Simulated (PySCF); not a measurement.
An unknown gives this computed stick spectrum. Computed with PySCF 2.14.0, density-fitted response routines, TDDFT CAM-B3LYP/aug-cc-pVTZ, vertical, gas phase, core orbitals frozen in the response. Geometries: PBE0-D3(BJ)/def2-TZVP, one conformer each.

```csv
state,λ (nm),f
S1,206.1,0.0001
S2,196.9,0.109
S3,189.3,0.022
S4,186.8,0.0029
S5,185.4,0.0000
S6,179.4,0.031
S7,169.0,0.028
S8,167.3,0.0042
S9,166.3,0.0066
S10,163.1,0.036
```

Triplets computed (Tamm–Dancoff): 4.25, 5.96, 6.29, 6.48 eV.

Orbital energies (eV): HOMO-3 -12.85, HOMO-2 -10.76, HOMO-1 -9.47, HOMO -8.16, LUMO 0.29, LUMO+1 0.60, LUMO+2 0.69.

Task: Which structure fits? All have the formula C4H6.
A. 1-methylcyclopropene (`CC1=CC1`)
B. 1-butyne (`C#CCC`)
C. cyclobutene (`C1CCC=1`)

Result: A. Its S1, at 6.01 eV, is the lowest among the candidates; the nearest of the others has S1 at 6.37 eV. S1 is HOMO→LUMO (82%). Löwdin shares by element: HOMO carbon 82% (atoms not listed hold the other 18%); LUMO hydrogen 78% or more (atoms not listed hold the other 22%). At the same level the other candidates give, for their lowest levels:
- `C#CCC`: 191 nm (f 0.000); 185 nm (f 0.011); 184 nm (f 0.000); 179 nm (f 0.029); 178 nm (f 0.035); T1 5.46 eV; HOMO -9.06, LUMO 0.25 eV
- `C1=CCC1`: 195 nm (f 0.007); 181 nm (f 0.024); 180 nm (f 0.000); 177 nm (f 0.047); 177 nm (f 0.199); T1 4.31 eV; HOMO -8.49, LUMO 0.35 eV
